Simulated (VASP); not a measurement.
Input of a VASP 6.6.1 run:

The input INCAR:

```
SYSTEM = CdSe
  PREC = Accurate
  ENCUT = 520
  EDIFF = 1E-6
  ISMEAR = -1
  SIGMA = 0.02
  LREAL = .False.
  LASPH = .True.
  NELM = 60
  ALGO = Normal
  ISIF = 2
  LWAVE = .False.
  LCHARG = .True.
  LNONCOLLINEAR = .True.
  MAGMOM = 0 0 0 0 0 0 0 0 0 0 0 0
  LORBIT = 11
  LSORBIT = .True.
  GGA_COMPAT = .False.
  GGA = PS
  LVHAR = .True.
  KPAR = 4
```

Contents of KPOINTS:

```
Automatic mesh
0
Gamma
  6 6 3
  0 0 0
```

Contents of POSCAR:

```
CdSe
1.0
    4.3000000000      0.0000000000      0.0000000000
   -2.1500000000      3.7239092363      0.0000000000
    0.0000000000      0.0000000000      7.0200000000
Cd Se
2 2
Direct
    0.3333333333      0.6666666667      0.0000000000
    0.6666666667      0.3333333333      0.5000000000
    0.3333333333      0.6666666667      0.3850000000
    0.6666666667      0.3333333333      0.8850000000
```

Potentials or basis: VASP PAW PBE potentials, release 64 (Cd, Se).

Launch:

```bash
$ cat potpaw_PBE.64/Cd/POTCAR potpaw_PBE.64/Se/POTCAR > POTCAR
$ mpirun -np 4 vasp_ncl > vasp.out
```

Problem. What does it give for the pressure?

Solution. 0.5 GPa.

Problem. What does it give for the largest force?

Solution. 0.275 eV/Å.

Forces in eV/Å, atoms in the order of the input:
```
Cd   0.000  0.000  0.275
Cd   0.000  0.000  0.275
Se   0.000  0.000 -0.275
Se   0.000  0.000 -0.275
```

Caveat: the PAW data sets were made with another functional, which shifts forces and pressure a little.
